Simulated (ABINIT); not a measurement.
HfC:

```xyz
2
Lattice="0.0000 2.3250 2.3250 2.3250 0.0000 2.3250 2.3250 2.3250 0.0000" Properties=species:S:1:pos:R:3 pbc="T T T"
Hf    2.3250    2.3250    2.3250
C     0.0000    0.0000    0.0000
```

Base run:

| Quantity | Value |
| --- | --- |
| Program | ABINIT 10.8.3 (patched build) |
| Functional | LDA |
| Potentials or basis | JTH PAW LDA v2.0 |
| Cutoff | 544 eV |
| k mesh | 8 × 8 × 8 |
| Occupations | fermi-dirac, width 0.05 eV |
| Spin | no spin polarisation |

Its results: band gap on the k mesh none (metal or under the smearing width); pressure -12.3 GPa.

After a change of settings the same cell gave: band gap on the k mesh none (metal or under the smearing width); pressure -13.4 GPa. Which change was it?
A. functional from LDA to LDA-PZ; k mesh from 8 × 8 × 8 to 10 × 10 × 10
B. k mesh from 8 × 8 × 8 to 4 × 4 × 4
C. k mesh from 8 × 8 × 8 to 6 × 6 × 6

B.

Caveats: some runs use coarse meshes.

Runs at the PBE level aren't shown here.
